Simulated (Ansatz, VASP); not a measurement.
## One calculation of Au, two programs

```
Au
1.0
    -1.59098    1.59098    1.78985
     1.59098   -1.59098    1.78985
     1.59098    1.59098   -1.78985
Au
1
Cartesian
  0.0000 0.0000 0.0000
```

Change from the starting cell: strain -0.040 along x and y, +0.080 along z, atoms carried along.

Alike in both runs: task single point; functional PBEsol; k mesh 20 × 20 × 20; occupations gaussian, width 0.15 eV; no spin polarisation.

|  | VASP | Ansatz |
| --- | --- | --- |
| version | VASP 6.6.1 | Ansatz 0.2.0 |
| potentials or method | VASP PAW PBE potentials, release 64 (Au) | scalar-relativistic, plane waves, PAW |
| plane-wave cutoff (eV) | 520 | 420 |
| valence electrons in the cell | 11 | 19 |

|  | VASP | Ansatz | Ansatz less VASP |
| --- | --- | --- | --- |
| gap on the k mesh at the Fermi level (eV) | none | none | - |
| pressure (GPa) | -9.1 | -8.8 | +0.22 |
| largest component of the traceless stress (GPa) | 0.56 | 0.55 | -0.015 |

A gap of «none» marks a metal or a gap that the smearing closes. The two sets of potentials don't hold the same shells in valence.

Caveats: the PAW data sets were made with another functional, which shifts forces and pressure a little (VASP). Spin-orbit coupling is left out, which matters for the levels of Au.
